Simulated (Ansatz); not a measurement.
**SrCl2: band structure with HSE06**

SrCl2:

```
Sr Cl
1.0
     0.00000    3.48835    3.48835
     3.48835    0.00000    3.48835
     3.48835    3.48835    0.00000
Sr Cl
1 2
Direct
  0.00000 0.00000 0.00000
  0.75000 0.75000 0.75000
  0.25000 0.25000 0.25000
```

* Program: Ansatz 0.2.0
* Task: band structure
* Functional: HSE06
* Potentials or basis: Ansatz PAW
* Cutoff: 420 eV (not typed: the program's choice for these potentials)
* k mesh: 4 × 4 × 4
* Occupations: fermi-dirac, width 0.05 eV
* Spin: no spin polarisation
* Path: [["G", "X", "W", "K", "G", "L", "U", "W", "L", "K"], ["U", "X"]]
* Points for each segment of the path: 4

```
Pressure                : 0.5 GPa
Band gap on the k mesh  : 6.62 eV, indirect (least direct gap 6.83 eV)
Band gap along the path : 6.62 eV, indirect (least direct gap 6.83 eV)
```

Levels at the corners of the path, in eV from the valence-band top:
| point | band 10 | band 11 | band 12 | band 13 | band 14 | band 15 |
| --- | --- | --- | --- | --- | --- | --- |
| Γ | -0.36 | -0.36 | -0.36 | 6.62 | 7.54 | 7.54 |
| X | -0.41 | -0.41 | 0.00 | 6.83 | 8.57 | 9.23 |
| W | -1.30 | -0.32 | -0.11 | 7.59 | 8.52 | 8.74 |
| K | -0.75 | -0.57 | -0.11 | 7.30 | 8.65 | 8.90 |
| Γ | -0.36 | -0.36 | -0.36 | 6.62 | 7.54 | 7.54 |
| L | -1.40 | -1.13 | -1.13 | 8.21 | 8.21 | 9.10 |
| U | -0.75 | -0.57 | -0.11 | 7.30 | 8.65 | 8.90 |
| W | -1.30 | -0.32 | -0.11 | 7.59 | 8.52 | 8.74 |
| L | -1.40 | -1.13 | -1.13 | 8.21 | 8.21 | 9.10 |
| K | -0.75 | -0.57 | -0.11 | 7.30 | 8.65 | 8.90 |
| U | -0.75 | -0.57 | -0.11 | 7.30 | 8.65 | 8.90 |
| X | -0.41 | -0.41 | 0.00 | 6.83 | 8.57 | 9.23 |

It took 24 s on 1 × NVIDIA H100 80GB HBM3 with 2 threads of AMD EPYC 7R13 Processor (Zen 3) (shared host), peak memory 1.6 GiB.

Caveat: the PAW data sets come from PBE, with cores solved anew for the run's functional, which leaves a small shift of forces and pressure; the thresholds are loose for stress.
